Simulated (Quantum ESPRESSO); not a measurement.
Runs of Quantum ESPRESSO 7.5 on SiC (Moissanite). It takes space group P6_3mc (No. 186, hexagonal). Conventional cell: a = 3.076 Å, b = 3.076 Å, c = 5.048 Å, α = 90.00°, β = 90.00°, γ = 120.00°. Si (site symmetry 3m) is surrounded by 4 C at 1.87 to 1.94 Å. C (site symmetry 3m) is surrounded by 4 Si at 1.87 to 1.94 Å. 

```csv
task,level,potentials or basis,cell,most ionic steps,forc conv thr,etot conv thr,ion dynamics,cell dynamics,gap on the mesh (eV),pressure (GPa),largest force (eV/Å)
band structure,SOGGA,PseudoDojo 0.4.1 SR PBE standard,as given,-,-,-,-,-,(b),-0.1,0.76
relaxation of cell and atoms,BP86,PseudoDojo 0.4.1 SR PBE standard,relaxed to 0.3 kbar,40,0.0004 Ry/bohr,1e-05 Ry,bfgs,bfgs,2.56,0.0,-
band structure,B86bPBE,PseudoDojo 0.4.1 SR PBE standard,as given,-,-,-,-,-,(a),4.4,0.76
relaxation of cell and atoms,SOGGA,PseudoDojo 0.4.1 SR PBE standard,relaxed to 0.3 kbar,40,0.0004 Ry/bohr,1e-05 Ry,bfgs,bfgs,2.16,0.0,-
relaxation of cell and atoms,AM05+D4,PseudoDojo 0.4.1 SR PBE standard,relaxed,-,-,-,-,-,2.27,0.0,0.01
relaxation of cell and atoms,HCTH,PseudoDojo 0.4.1 SR PBE standard,relaxed to 0.3 kbar,40,0.0004 Ry/bohr,1e-05 Ry,bfgs,bfgs,2.89,0.0,-
relaxation of cell and atoms,OLYP,PseudoDojo 0.4.1 SR PBE standard,relaxed to 0.3 kbar,40,0.0004 Ry/bohr,1e-05 Ry,bfgs,bfgs,(c),0.0,-
```

Alike in all rows: no spin polarisation; k mesh 10 × 10 × 5; cutoff (eV) 1116; smearing fermi-dirac 0.05 eV.

Question: Estimate the missing entries.

Answer: (a) 2.54; (b) 2.22; (c) 2.64.

Caveats: the potentials were made for another functional, which shifts forces and pressure; an odd mesh through Γ misses points on the zone boundary, where band edges often lie (some runs); SOGGA exchange is joined with the correlation of PBE here (some runs); the mesh misses the band edges, which the band path finds closer together (some runs).

Runs at the PBE level aren't shown here.
